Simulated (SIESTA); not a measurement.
# CdSe (Cadmoselite) (P6_3mc) in SIESTA: a series of runs, part 2 of 3

SIESTA 5.4.2. The steps go on from the part before.

### 3 Band structure, PBE

Contents of CdSe.fdf:

```
SystemName                      Cadmoselite
SystemLabel                     CdSe
NumberOfSpecies                 2
NumberOfAtoms                   4
%block ChemicalSpeciesLabel
  1  48 Cd
  2  34 Se
%endblock ChemicalSpeciesLabel

LatticeConstant                 1.0 Ang
%block LatticeVectors
     4.3000000000     0.0000000000     0.0000000000
    -2.1500000000     3.7239092363     0.0000000000
     0.0000000000     0.0000000000     7.0200000000
%endblock LatticeVectors
AtomicCoordinatesFormat         Fractional
%block AtomicCoordinatesAndAtomicSpecies
     0.6666666667     0.3333333333     0.5000000000  1  Cd
     0.3333333333     0.6666666667     0.0000000000  1  Cd
     0.6666666667     0.3333333333     0.8850000000  2  Se
     0.3333333333     0.6666666667     0.3850000000  2  Se
%endblock AtomicCoordinatesAndAtomicSpecies

%block kgrid.MonkhorstPack
    7   0   0  0.0
    0   7   0  0.0
    0   0   4  0.0
%endblock kgrid.MonkhorstPack
XC.Functional                   GGA
XC.Authors                      PBE
PAO.BasisSize                   DZP
PAO.EnergyShift                 0.003 Ry
Mesh.Cutoff                     800 Ry
OccupationFunction              FD
ElectronicTemperature           0.05 eV
MaxSCFIterations                120
SCF.MustConverge                false
SCF.Mixer.Method                Pulay
SCF.Mixer.Weight                0.25
SCF.Mixer.History               8
SCF.DM.Tolerance                5.0e-05
SCF.H.Tolerance                 1.0e-03 eV
WriteForces                     true
Charge.Mulliken                 end
BandLinesScale                  ReciprocalLatticeVectors
%block BandLines
    1    0.000000   0.000000   0.000000  \Gamma
   11    0.500000   0.000000   0.000000  M
    7    0.333333   0.333333   0.000000  K
   13    0.000000   0.000000   0.000000  \Gamma
    6    0.000000   0.000000   0.500000  A
   11    0.500000   0.000000   0.500000  L
    7    0.333333   0.333333   0.500000  H
   13    0.000000   0.000000   0.500000  A
    1    0.500000   0.000000   0.500000  L
    6    0.500000   0.000000   0.000000  M
    1    0.333333   0.333333   0.000000  K
    6    0.333333   0.333333   0.500000  H
%endblock BandLines
%block PAO.Basis
  Cd 5
  n=4 0 2
    2.625 0.000
  n=5 0 2
    7.565 0.000
  n=4 1 2
    2.973 0.000
  n=5 1 1
    7.565
  n=4 2 2
    4.575 0.000
  Se 4
  n=4 0 2
    5.139 0.000
  n=4 1 2
    6.735 0.000
  n=3 2 2
    2.657 0.000
  n=4 2 1
    6.735
%endblock PAO.Basis
```

Potentials or basis: PseudoDojo 0.4 standard (PBE files), DZP (energy shift 0.003 Ry; two zetas on semicore shells).

The run is started by

```bash
siesta < CdSe.fdf > CdSe.out 2>&1
```

It took 61 s on 1 thread of Intel Xeon Platinum 8488C (Sapphire Rapids), shared host; peak memory 0.39 GiB.

Results (log left out):

- Free energy: -16140.5141 eV
- Pressure: 3.2 GPa
- Largest force: 0.321 eV/Å
- Band gap on the k mesh: 0.92 eV, direct
- Band gap along the path: 0.92 eV, direct

Forces in eV/Å, atoms in the order of the input:
```
Cd   0.000  0.000  0.321
Cd   0.000  0.000  0.321
Se   0.000  0.000 -0.321
Se   0.000  0.000 -0.321
```

Stress tensor (GPa, compression positive):
```
4.09 0.00 0.00
0.00 4.09 0.00
0.00 0.00 1.42
```

Levels at the corners of the path, in eV from the valence-band top:
| point | band 32 | band 33 | band 34 | band 35 | band 36 | band 37 | band 38 | band 39 | band 40 | band 41 |
| --- | --- | --- | --- | --- | --- | --- | --- | --- | --- | --- |
| Γ | -0.74 | -0.74 | -0.02 | -0.02 | 0.00 | 0.92 | 2.40 | 6.41 | 6.41 | 6.76 |
| M | -3.75 | -2.57 | -1.88 | -1.23 | -0.86 | 3.52 | 3.66 | 5.10 | 6.41 | 7.22 |
| K | -3.87 | -3.10 | -1.79 | -1.79 | -1.79 | 4.82 | 5.03 | 5.03 | 7.36 | 7.43 |
| Γ | -0.74 | -0.74 | -0.02 | -0.02 | 0.00 | 0.92 | 2.40 | 6.41 | 6.41 | 6.76 |
| A | -2.56 | -0.39 | -0.39 | -0.39 | -0.39 | 2.62 | 2.62 | 6.23 | 6.23 | 6.81 |
| L | -4.27 | -1.40 | -1.40 | -1.29 | -1.29 | 3.27 | 3.27 | 5.21 | 5.21 | 8.25 |
| H | -4.16 | -2.50 | -2.50 | -1.07 | -1.07 | 4.16 | 4.16 | 6.19 | 6.19 | 6.51 |
| A | -2.56 | -0.39 | -0.39 | -0.39 | -0.39 | 2.62 | 2.62 | 6.23 | 6.23 | 6.81 |
| L | -4.27 | -1.40 | -1.40 | -1.29 | -1.29 | 3.27 | 3.27 | 5.21 | 5.21 | 8.25 |
| M | -3.75 | -2.57 | -1.88 | -1.23 | -0.86 | 3.52 | 3.66 | 5.10 | 6.41 | 7.22 |
| K | -3.87 | -3.10 | -1.79 | -1.79 | -1.79 | 4.82 | 5.03 | 5.03 | 7.36 | 7.43 |
| H | -4.16 | -2.50 | -2.50 | -1.07 | -1.07 | 4.16 | 4.16 | 6.19 | 6.19 | 6.51 |

Caveat: the basis of atomic orbitals isn't converged, which shifts pressures, moduli and gaps.

### 4 Band structure, PBE, non-collinear spin, zero start, spin-orbit coupling

CdSe.fdf, as its differences from that of step 3:

```diff
@@ -24,5 +24,5 @@
 %block kgrid.MonkhorstPack
-    7   0   0  0.0
-    0   7   0  0.0
-    0   0   4  0.0
+    5   0   0  0.0
+    0   5   0  0.0
+    0   0   3  0.0
 %endblock kgrid.MonkhorstPack
@@ -33,2 +33,10 @@
 Mesh.Cutoff                     800 Ry
+Spin                            spin-orbit
+%block DM.InitSpin
+    1   0.000     0.00     0.00
+    2   0.000     0.00     0.00
+    3   0.000     0.00     0.00
+    4   0.000     0.00     0.00
+%endblock DM.InitSpin
+WriteOrbMom                     true
 OccupationFunction              FD
@@ -64,3 +72,3 @@
   n=5 0 2
-    7.565 0.000
+    7.580 0.000
   n=4 1 2
@@ -68,5 +76,5 @@
   n=5 1 1
-    7.565
+    7.580
   n=4 2 2
-    4.575 0.000
+    4.584 0.000
   Se 4
@@ -77,3 +85,3 @@
   n=3 2 2
-    2.657 0.000
+    2.662 0.000
   n=4 2 1
```

Potentials or basis: PseudoDojo 0.4 standard (PBE files, fully relativistic), DZP (energy shift 0.003 Ry; two zetas on semicore shells).

The run is started by

```bash
siesta CdSe.fdf > CdSe.out 2>&1
```

Wall time 1.9 min (1 thread of Intel Xeon Platinum 8488C (Sapphire Rapids), shared host); peak memory 0.47 GiB.

Results (log left out):

- Free energy: -16137.2963 eV
- Pressure: 3.2 GPa
- Largest force: 0.325 eV/Å
- Band gap on the k mesh: 0.80 eV, direct
- Band gap along the path: 0.81 eV, direct
- Net moment: 0.00 μB per cell

Forces on the atoms (eV/Å):
```
Cd   0.000  0.000  0.324
Cd   0.000  0.000  0.324
Se   0.000  0.000 -0.325
Se   0.000  0.000 -0.325
```

Stress tensor (GPa, compression positive):
```
4.12 0.00 0.00
0.00 4.11 0.00
0.00 0.00 1.39
```

Levels at the corners of the path, in eV from the valence-band top:
| point | band 68 | band 69 | band 70 | band 71 | band 72 | band 73 | band 74 | band 75 | band 76 | band 77 |
| --- | --- | --- | --- | --- | --- | --- | --- | --- | --- | --- |
| Γ | -0.38 | -0.02 | -0.02 | 0.00 | 0.00 | 0.81 | 0.81 | 2.28 | 2.28 | 6.03 |
| M | -2.00 | -1.38 | -1.38 | -0.95 | -0.95 | 3.39 | 3.39 | 3.55 | 3.55 | 4.97 |
| K | -2.00 | -1.95 | -1.91 | -1.81 | -1.81 | 4.69 | 4.69 | 4.74 | 4.93 | 4.98 |
| Γ | -0.38 | -0.02 | -0.02 | 0.00 | 0.00 | 0.81 | 0.81 | 2.28 | 2.28 | 6.03 |
| A | -0.63 | -0.39 | -0.39 | -0.39 | -0.39 | 2.50 | 2.50 | 2.50 | 2.50 | 6.09 |
| L | -1.57 | -1.37 | -1.37 | -1.37 | -1.37 | 3.15 | 3.15 | 3.15 | 3.15 | 5.08 |
| H | -2.58 | -1.21 | -1.21 | -1.16 | -1.16 | 4.01 | 4.01 | 4.07 | 4.07 | 6.01 |
| A | -0.63 | -0.39 | -0.39 | -0.39 | -0.39 | 2.50 | 2.50 | 2.50 | 2.50 | 6.09 |
| L | -1.57 | -1.37 | -1.37 | -1.37 | -1.37 | 3.15 | 3.15 | 3.15 | 3.15 | 5.08 |
| M | -2.00 | -1.38 | -1.38 | -0.95 | -0.95 | 3.39 | 3.39 | 3.55 | 3.55 | 4.97 |
| K | -2.00 | -1.95 | -1.91 | -1.81 | -1.81 | 4.69 | 4.69 | 4.74 | 4.93 | 4.98 |
| H | -2.58 | -1.21 | -1.21 | -1.16 | -1.16 | 4.01 | 4.01 | 4.07 | 4.07 | 6.01 |

Moments on the atoms (μB; x, y, z):
```
Cd  0.00 0.00 0.00
Cd  0.00 0.00 0.00
Se  0.00 0.00 0.00
Se  0.00 0.00 0.00
```

Caveat: the basis of atomic orbitals isn't converged, which shifts pressures, moduli and gaps.

### 5 Band structure, PBE, non-collinear spin, zero start, spin-orbit coupling

CdSe.fdf, as its differences from that of step 4:

```diff
@@ -30,3 +30,3 @@
 XC.Authors                      PBE
-PAO.BasisSize                   DZP
+PAO.BasisSize                   TZP
 PAO.EnergyShift                 0.003 Ry
@@ -71,4 +71,4 @@
     2.625 0.000
-  n=5 0 2
-    7.580 0.000
+  n=5 0 3
+    7.580 0.000 0.000
   n=4 1 2
@@ -77,9 +77,9 @@
     7.580
-  n=4 2 2
-    4.584 0.000
+  n=4 2 3
+    4.584 0.000 0.000
   Se 4
-  n=4 0 2
-    5.139 0.000
-  n=4 1 2
-    6.735 0.000
+  n=4 0 3
+    5.139 0.000 0.000
+  n=4 1 3
+    6.735 0.000 0.000
   n=3 2 2
```

Potentials or basis: PseudoDojo 0.4 standard (PBE files, fully relativistic), TZP (energy shift 0.003 Ry; two zetas on semicore shells).

The run is started by

```bash
siesta < CdSe.fdf > CdSe.out 2>&1
```

CdSe.out:

```text
Version         : 5.4.2

[... 6 lines left out ...]
 NOTE: Please see the manual for full details and compatibility measures.

reinit: Reading from standard input
reinit: Dumping input in INPUT_TMP.97666
************************** Dump of input data file ****************************
SystemName                      Cadmoselite
SystemLabel                     CdSe
NumberOfSpecies                 2
NumberOfAtoms                   4
%block ChemicalSpeciesLabel
  1  48 Cd
  2  34 Se
%endblock ChemicalSpeciesLabel
LatticeConstant                 1.0 Ang
%block LatticeVectors
     4.3000000000     0.0000000000     0.0000000000
    -2.1500000000     3.7239092363     0.0000000000
     0.0000000000     0.0000000000     7.0200000000
%endblock LatticeVectors
AtomicCoordinatesFormat         Fractional
%block AtomicCoordinatesAndAtomicSpecies
     0.6666666667     0.3333333333     0.5000000000  1  Cd
     0.3333333333     0.6666666667     0.0000000000  1  Cd
     0.6666666667     0.3333333333     0.8850000000  2  Se
     0.3333333333     0.6666666667     0.3850000000  2  Se
%endblock AtomicCoordinatesAndAtomicSpecies
%block kgrid.MonkhorstPack
    5   0   0  0.0
    0   5   0  0.0
    0   0   3  0.0
%endblock kgrid.MonkhorstPack
XC.Functional                   GGA
XC.Authors                      PBE
PAO.BasisSize                   TZP
PAO.EnergyShift                 0.003 Ry
Mesh.Cutoff                     800 Ry
Spin                            spin-orbit
%block DM.InitSpin
    1   0.000     0.00     0.00
    2   0.000     0.00     0.00
    3   0.000     0.00     0.00
    4   0.000     0.00     0.00
%endblock DM.InitSpin
WriteOrbMom                     true
OccupationFunction              FD
ElectronicTemperature           0.05 eV
MaxSCFIterations                120
SCF.MustConverge                false
SCF.Mixer.Method                Pulay
SCF.Mixer.Weight                0.25
SCF.Mixer.History               8
SCF.DM.Tolerance                5.0e-05
SCF.H.Tolerance                 1.0e-03 eV
WriteForces                     true
[... 977 lines left out ...]

    Orbital volume contribution        =           3.876955 eV
    (Free)E + p_basis*V_orbitals       =      -16133.651474 eV
    (Free)Eharris+ p_basis*V_orbitals  =      -16133.651466 eV

mulliken: Atomic and Orbital Populations:

Species: Cd

Atom      Orb        Charge      Spin       Svec
    1  1 4s         1.95084   0.00000     -0.000   0.000   0.000
    1  2 4s         0.01882   0.00000     -0.000  -0.000  -0.000
    1  3 5s         0.59875   0.00000     -0.000   0.000   0.000
    1  4 5s        -0.05418   0.00000     -0.000   0.000  -0.000
    1  5 5s         0.19205   0.00000      0.000  -0.000  -0.000
    1  6 4py        1.96276   0.00000      0.000   0.000   0.000
    1  7 4pz        1.96241   0.00000      0.000  -0.000   0.000
    1  8 4px        1.96276   0.00000     -0.000   0.000  -0.000
    1  9 4py        0.04381   0.00000     -0.000  -0.000  -0.000
    1 10 4pz        0.04350   0.00000     -0.000   0.000   0.000
    1 11 4px        0.04380   0.00000      0.000  -0.000   0.000
    1 12 5py        0.40803   0.00000     -0.000   0.000  -0.000
    1 13 5pz        0.38991   0.00000     -0.000  -0.000   0.000
    1 14 5px        0.40803   0.00000     -0.000   0.000   0.000
    1 15 4dxy       1.85976   0.00000     -0.000  -0.000   0.000
    1 16 4dyz       1.82595   0.00000     -0.000  -0.000  -0.000
    1 17 4dz2       1.86856   0.00000      0.000   0.000  -0.000
[... 32 lines left out ...]
    2 19 4dx2-y2    1.85977   0.00000     -0.000  -0.000  -0.000
    2 20 4dxy      -0.00412   0.00000     -0.000   0.000  -0.000
    2 21 4dyz      -0.00241   0.00000     -0.000   0.000  -0.000
    2 22 4dz2       0.00099   0.00000      0.000  -0.000  -0.000
    2 23 4dxz      -0.00241   0.00000      0.000   0.000  -0.000
    2 24 4dx2-y2   -0.00414   0.00000      0.000  -0.000  -0.000
    2 25 4dxy       0.12823   0.00000     -0.000  -0.000   0.000
    2 26 4dyz       0.15640   0.00000      0.000  -0.000   0.000
    2 27 4dz2       0.11867   0.00000      0.000   0.000   0.000
    2 28 4dxz       0.15640   0.00000     -0.000   0.000   0.000
    2 29 4dx2-y2    0.12824   0.00000     -0.000   0.000   0.000
    2     Total    19.84715   0.00000      0.000  -0.000  -0.000

Total              39.69430   0.00000     -0.000  -0.000   0.000

Species: Se

Atom      Orb        Charge      Spin       Svec
    3  1 4s         1.44383   0.00000      0.000  -0.000  -0.000
    3  2 4s        -0.07328   0.00000      0.000  -0.000  -0.000
    3  3 4s         0.37642   0.00000     -0.000   0.000   0.000
    3  4 4py        0.83485   0.00000     -0.000  -0.000   0.000
    3  5 4pz        0.89872   0.00000      0.000   0.000  -0.000
    3  6 4px        0.83486   0.00000     -0.000   0.000  -0.000
    3  7 4py       -0.08899   0.00000     -0.000   0.000  -0.000
    3  8 4pz       -0.17931   0.00000     -0.000  -0.000  -0.000
    3  9 4px       -0.08898   0.00000     -0.000  -0.000  -0.000
    3 10 4py        0.65470   0.00000      0.000  -0.000   0.000
    3 11 4pz        0.72074   0.00000     -0.000  -0.000   0.000
    3 12 4px        0.65469   0.00000      0.000   0.000   0.000
    3 13 3dxy       1.99850   0.00000     -0.000   0.000  -0.000
    3 14 3dyz       1.99864   0.00000      0.000  -0.000   0.000
    3 15 3dz2       1.99771   0.00000      0.000  -0.000  -0.000
    3 16 3dxz       1.99864   0.00000      0.000   0.000  -0.000
    3 17 3dx2-y2    1.99849   0.00000      0.000   0.000   0.000
[... 28 lines left out ...]
    4 17 3dx2-y2    1.99849   0.00000      0.000   0.000   0.000
    4 18 3dxy       0.00216   0.00000     -0.000  -0.000   0.000
    4 19 3dyz       0.00217   0.00000      0.000   0.000   0.000
    4 20 3dz2       0.00300   0.00000      0.000   0.000   0.000
    4 21 3dxz       0.00217   0.00000     -0.000   0.000  -0.000
    4 22 3dx2-y2    0.00217   0.00000     -0.000   0.000   0.000
    4 23 4dxy       0.03422   0.00000      0.000   0.000  -0.000
    4 24 4dyz       0.02601   0.00000      0.000  -0.000   0.000
    4 25 4dz2       0.04049   0.00000      0.000  -0.000   0.000
    4 26 4dxz       0.02601   0.00000      0.000  -0.000  -0.000
    4 27 4dx2-y2    0.03422   0.00000     -0.000   0.000  -0.000
    4     Total    16.15285   0.00000     -0.000   0.000  -0.000

Total              72.00000   0.00000     -0.000   0.000  -0.000

Mulliken Atomic Populations:
Atom #   charge [q] valence [e]           S      Sx [e]      Sy [e]      Sz [e]  Species
     1     0.152848   19.847152    0.000000   -0.000000    0.000000    0.000000  Cd
     2     0.152848   19.847152    0.000000    0.000000   -0.000000    0.000000  Cd
     3    -0.152848   16.152848    0.000000    0.000000    0.000000   -0.000000  Se
     4    -0.152848   16.152848    0.000000   -0.000000    0.000000   -0.000000  Se
 Total    -0.000000                0.000000   -0.000000    0.000000    0.000000

Job completed
```

Wall time 2.5 min (1 thread of Intel Xeon Platinum 8488C (Sapphire Rapids), shared host); peak memory 0.54 GiB.

What came out:

```
Free energy             : -16137.5284 eV
Pressure                : 3.4 GPa
Largest force           : 0.326 eV/Å
Band gap on the k mesh  : 0.74 eV, direct
Band gap along the path : 0.74 eV, direct
Net moment              : 0.00 μB per cell
```

Forces on the atoms (eV/Å):
```
Cd   0.000  0.000  0.326
Cd   0.000  0.000  0.326
Se   0.000  0.000 -0.326
Se   0.000  0.000 -0.326
```

Levels at the corners of the path, in eV from the valence-band top:
```tsv
point	band 70	band 71	band 72	band 73	band 74	band 75
Γ	-0.01	0.00	0.00	0.74	0.74	2.24
M	-1.37	-0.94	-0.94	3.36	3.36	3.55
K	-1.91	-1.80	-1.80	4.72	4.72	4.72
Γ	-0.01	0.00	0.00	0.74	0.74	2.24
A	-0.39	-0.39	-0.39	2.41	2.41	2.41
L	-1.37	-1.37	-1.37	3.13	3.13	3.13
H	-1.21	-1.15	-1.15	3.99	3.99	4.05
A	-0.39	-0.39	-0.39	2.41	2.41	2.41
L	-1.37	-1.37	-1.37	3.13	3.13	3.13
M	-1.37	-0.94	-0.94	3.36	3.36	3.55
K	-1.91	-1.80	-1.80	4.72	4.72	4.72
H	-1.21	-1.15	-1.15	3.99	3.99	4.05
```

Moments on the atoms (μB; x, y, z):
```
Cd  0.00 0.00 0.00
Cd  0.00 0.00 0.00
Se  0.00 0.00 0.00
Se  0.00 0.00 0.00
```

Caveat: the basis of atomic orbitals isn't converged, which shifts pressures, moduli and gaps.

(Part 2 of 3 ends here.)
